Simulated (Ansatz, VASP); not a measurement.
## Two plane-wave programs on AlN

```
Al N
1.0
     3.11100    0.00000    0.00000
    -1.55550    2.69421    0.00000
     0.00000    0.00000    4.92822
Al N
2 2
Direct
  0.33333 0.66667 0.00000
  0.66667 0.33333 0.50000
  0.33333 0.66667 0.38500
  0.66667 0.33333 0.88500
```

Change from the starting cell: zz strain of -1 %, PAW files.

Alike in both runs: task electric field gradients; functional PBEsol; k mesh 11 × 11 × 6; occupations fermi-dirac, width 0.02 eV; no spin polarisation.

|  | VASP | Ansatz |
| --- | --- | --- |
| version | VASP 6.6.1 | Ansatz 0.2.0 |
| potentials or method | VASP PAW PBE potentials, release 64 (Al, N) | PAW with Ansatz's default frozen-core files, scalar-relativistic |
| plane-wave cutoff (eV) | 520 | 420 |
| valence electrons in the cell | 16 | 16 |

VASP gave:

```
gap on the k mesh at the Fermi level (eV)                      : 4.15
pressure (GPa)                                                 : 2.5
largest component of the traceless stress (GPa)                : 1.19
rms of the force components (eV/Å)                             : 0.030
Vzz of the field gradient on the site that differs most (V/Å²) : -1.2
```

Which values does Ansatz return?

gap on the k mesh at the Fermi level (eV): 4.14; pressure (GPa): 2.5; largest component of the traceless stress (GPa): 1.17; rms of the force components (eV/Å): 0.031; Vzz of the field gradient on the site that differs most (V/Å²): -1.4.

Atom by atom the forces differ by 0.001 eV/Å (rms over components). The functional is the same, so the differences come from potentials, cutoffs and numerics.

Caveats: the PAW data sets were made with another functional, which shifts forces and pressure a little (VASP); an odd mesh through Γ misses points on the zone boundary, where band edges often lie.
